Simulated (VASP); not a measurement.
Sc:

```
CELL_PARAMETERS angstrom
0.00000 2.32086 2.32086
2.32086 0.00000 2.32086
2.32086 2.32086 0.00000
ATOMIC_POSITIONS crystal
Sc 0.00000 0.00000 0.00000
```

The cell was built by a generator and needn't be a form met in nature.

- Program: VASP 6.6.1
- Task: relaxation of cell and atoms
- Functional: RPBE
- Potentials or basis: VASP PAW PBE potentials, release 64 (Sc_sv)
- Cutoff: 600 eV
- k mesh: 12 × 12 × 12
- Occupations: fermi-dirac, width 0.1 eV
- Spin: no spin polarisation

At the start: pressure 1.6 GPa; volume 25.00 Å³/atom.

Problem. Where does the relaxation end?

Solution. Over 3 steps the energy falls by 4.2 meV/atom and the volume is 25.84 Å³/atom (+3.3 %); space group Fm-3m (No. 225, to 0.05 Å).

The path:
```tsv
step	energy change (eV)	largest force (eV/Å)	pressure (GPa)	volume (Å³)
1	0.0000	0.0000	1.65	25.00
2	-0.0042	0.0000	-0.20	25.95
3	-0.0042	0.0000	0.00	25.84
```

Final structure:
```
CELL_PARAMETERS angstrom
0.00000 2.34640 2.34640
2.34640 0.00000 2.34640
2.34640 2.34640 0.00000
ATOMIC_POSITIONS crystal
Sc 0.00000 0.00000 0.00000
```

Caveat: the PAW data sets were made with another functional, which shifts forces and pressure a little.
